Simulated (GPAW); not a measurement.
The system is BaTiO3.

```
CELL_PARAMETERS angstrom
3.99980 0.00000 0.00000
0.00000 3.99980 0.00000
0.00000 0.00000 4.01800
ATOMIC_POSITIONS crystal
Ba 0.00000 0.00000 0.00000
Ti 0.50000 0.50000 0.49000
O 0.00000 0.50000 0.51700
O 0.50000 0.00000 0.51700
O 0.50000 0.50000 0.01900
```

| Item | Value |
| --- | --- |
| Program | GPAW 26.7.0 |
| Task | relaxation of cell and atoms |
| Functional | AM05 |
| Potentials or basis | PAW data sets generated in the run's folder for this functional |
| Cutoff | 800 eV |
| Basis | pw |
| k mesh | 4 × 4 × 4 |
| Occupations | fermi-dirac, width 0.05 eV |
| Spin | no spin polarisation |

At the start: pressure -1.7 GPa; volume 12.86 Å³/atom.

Where does the relaxation end?

Over 14 steps the energy falls by 4.2 meV/atom and the volume is 12.89 Å³/atom (+0.3 %); space group P4mm (No. 99, to 0.05 Å).

Step by step:
```tsv
step	energy change (eV)	largest force (eV/Å)	pressure (GPa)	volume (Å³)
1	0.0000	0.3629	-1.67	64.28
2	-0.0032	0.3030	-1.35	64.21
3	-0.0095	0.1425	0.66	63.81
4	-0.0107	0.0373	0.12	63.91
5	-0.0112	0.0391	0.12	63.92
6	-0.0176	0.1061	0.57	63.95
7	-0.0181	0.0834	0.69	63.97
8	-0.0191	0.0441	0.73	64.07
9	-0.0200	0.0168	0.55	64.22
10	-0.0203	0.0272	0.28	64.34
11	-0.0205	0.0355	0.15	64.38
12	-0.0207	0.0297	0.02	64.43
13	-0.0208	0.0137	-0.03	64.46
14	-0.0208	0.0024	-0.02	64.47
```

Final structure:
```
Ba Ti O
1.0
     3.96477    0.00000    0.00000
     0.00000    3.96477    0.00000
     0.00000    0.00000    4.10101
Ba Ti O
1 1 3
Direct
  0.00000 0.00000 0.99547
  0.50000 0.50000 0.47810
  0.00000 0.50000 0.51848
  0.50000 0.00000 0.51848
  0.50000 0.50000 0.03264
```

Caveat: the k mesh is coarse; later steps reuse the first step's grids.
